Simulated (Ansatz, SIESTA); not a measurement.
Given: the input of a run of SIESTA 5.4.2 on TiB2. Atoms were shifted at random by some hundredths of an Å from the given cell, which wasn't relaxed again for these runs. 

Contents of TiB2.fdf:

```
SystemName                      TiB2
SystemLabel                     TiB2
NumberOfSpecies                 2
NumberOfAtoms                   3
%block ChemicalSpeciesLabel
  1  22 Ti
  2   5 B
%endblock ChemicalSpeciesLabel

LatticeConstant                 1.0 Ang
%block LatticeVectors
     3.0292000000     0.0000000000     0.0000000000
    -1.5146000000     2.6233641531     0.0000000000
     0.0000000000     0.0000000000     3.2284000000
%endblock LatticeVectors
AtomicCoordinatesFormat         Fractional
%block AtomicCoordinatesAndAtomicSpecies
    -0.0033710000    -0.0139150000    -0.0152660000  1  Ti
     0.6563980000     0.3134780000     0.5027410000  2  B
     0.3314890000     0.6664920000     0.4940860000  2  B
%endblock AtomicCoordinatesAndAtomicSpecies

%block kgrid.MonkhorstPack
   10   0   0  0.0
    0  10   0  0.0
    0   0   8  0.0
%endblock kgrid.MonkhorstPack
XC.Functional                   GGA
XC.Authors                      PBEsol
PAO.BasisSize                   DZP
PAO.EnergyShift                 0.003 Ry
Mesh.Cutoff                     800 Ry
OccupationFunction              FD
ElectronicTemperature           0.05 eV
MaxSCFIterations                120
SCF.MustConverge                false
SCF.Mixer.Method                Pulay
SCF.Mixer.Weight                0.25
SCF.Mixer.History               8
SCF.DM.Tolerance                5.0e-05
SCF.H.Tolerance                 1.0e-03 eV
WriteForces                     true
Charge.Mulliken                 end
%block PAO.Basis
  Ti 5
  n=3 0 2
    3.151 0.000
  n=4 0 2
    8.703 0.000
  n=3 1 2
    3.568 0.000
  n=4 1 1
    8.703
  n=3 2 2
    6.267 0.000
%endblock PAO.Basis
```

Potentials or basis: PseudoDojo 0.4 standard (PBEsol files), converted to PSML, two zetas on semicore shells, DZP (energy shift 0.003 Ry; two zetas on semicore shells).

Run with:

```console
$ siesta < TiB2.fdf > TiB2.out 2>&1
```

Question: Set up the same calculation for Ansatz 0.2.0. Potentials or basis there: Ansatz PAW, cutoff 420 eV.

Answer: As run (cutoffs and basis follow the program's own potentials, and thresholds, step limits or extra output files can differ):

The input input.yaml:

```yaml
crystal:
  lattice:
    - [3.0292, 0.0, 0.0]
    - [-1.5146, 2.6233641531, 0.0]
    - [0.0, 0.0, 3.2284]
  atoms:
    - { symbol: Ti, position: [-0.003371, -0.013915, -0.015266] }
    - { symbol: B, position: [0.656398, 0.313478, 0.502741] }
    - { symbol: B, position: [0.331489, 0.666492, 0.494086] }
hamiltonian:
  xc: pbesol
  pseudopotentials: { kind: paw }
kpoints:
  mp_grid: { grid: [10, 10, 8] }
scf:
  occupations: { method: fermi_dirac, width: 0.05 }
output:
  forces: true
  stress: true
  eigenvalues: true
```

Potentials or basis: Ansatz PAW.

Run with:

```bash
$ ansatz run input.yaml --threads 1 --pin off --max-ram 3584MiB --backend cpu --events-out ev --progress --plain --runs-dir out
```

Both were run:

|  | SIESTA | Ansatz |
| --- | --- | --- |
| Pressure | -1.6 GPa | -4.5 GPa |
| Largest force | 1.020 eV/Å | 0.947 eV/Å |
| Energy over the undisturbed cell | 13.6 meV/atom | 13.0 meV/atom |

Ansatz's pressure holds a Pulay term of +0.21 GPa for its cutoff of 420 eV, which the other run lacks.

Ansatz's potentials were made for PBE.

Where Ansatz's input types no cutoff or centring, it takes its own default and a Γ-centred mesh.

Pressure is positive in compression.
